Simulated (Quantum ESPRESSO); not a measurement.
# WS2 (Tungstenite) under changes of volume

One of the cells (18.245 Å³/atom); the others are scaled copies at fixed shape and fractional positions:

```
W S
1.0
     3.18000    0.00000    0.00000
    -1.59000    2.75396    0.00000
     0.00000    0.00000   12.50000
W S
2 4
Direct
  0.66667 0.33333 0.75000
  0.33333 0.66667 0.25000
  0.66667 0.33333 0.37500
  0.33333 0.66667 0.87500
  0.66667 0.33333 0.12500
  0.33333 0.66667 0.62500
```

| Item | Value |
| --- | --- |
| Program | Quantum ESPRESSO 7.5 |
| Functional | PBE |
| Potentials or basis | SSSP 1.3 efficiency PBE |
| Cutoff | 748 eV |
| Density cutoff | 5987 eV |
| k mesh | 10 × 10 × 3 |
| Occupations | fermi-dirac, width 0.05 eV |
| Spin | no spin polarisation |

```tsv
volume (Å³/atom)	energy over the lowest point (meV/atom)	pressure (GPa)	gap on the mesh (eV)	largest force (eV/Å)
17.150	56.56	14.1	1.06	1.358
17.515	29.40	9.8	1.08	0.927
17.880	?	?	?	?
18.245	2.01	2.5	1.12	0.160
18.610	0.00	-0.7	1.14	0.182
18.975	4.74	-3.5	1.15	0.497
19.340	15.54	-6.0	1.17	0.790
```

What does the run at 17.880 Å³/atom give?

Energy over the lowest point 11.53 meV/atom; pressure 5.9 GPa; gap on the mesh 1.11 eV; largest force 0.528 eV/Å.

Worked out: A Birch-Murnaghan fit of order 3 (a polynomial in V^(-2/3)) to the other rows has its minimum at 18.53 Å³/atom with B0 = V·E''(V) = 154 GPa and B' = 4.4 at fixed shape and positions, which overstates the stiffness. It gives 11.53 meV/atom at 17.880 Å³/atom, against the run's 11.53, and -dE/dV = 5.9 GPa, against 5.9. A straight line through the other rows of the gap, of slope 0.911 eV per unit of ln V, gives 1.10 eV, against the run's 1.11.

Energies are extrapolated to zero smearing.

Caveats: spin-orbit coupling is left out, which moves the levels of the heavy elements; an odd mesh through Γ misses points on the zone boundary, where band edges often lie; this functional lacks dispersion, which binds the layers, so the pressure and a relaxed spacing across them are unreliable; forces of over 1 eV/Å show positions far from the minimum, so gaps and moduli don't describe the material at rest (some runs).
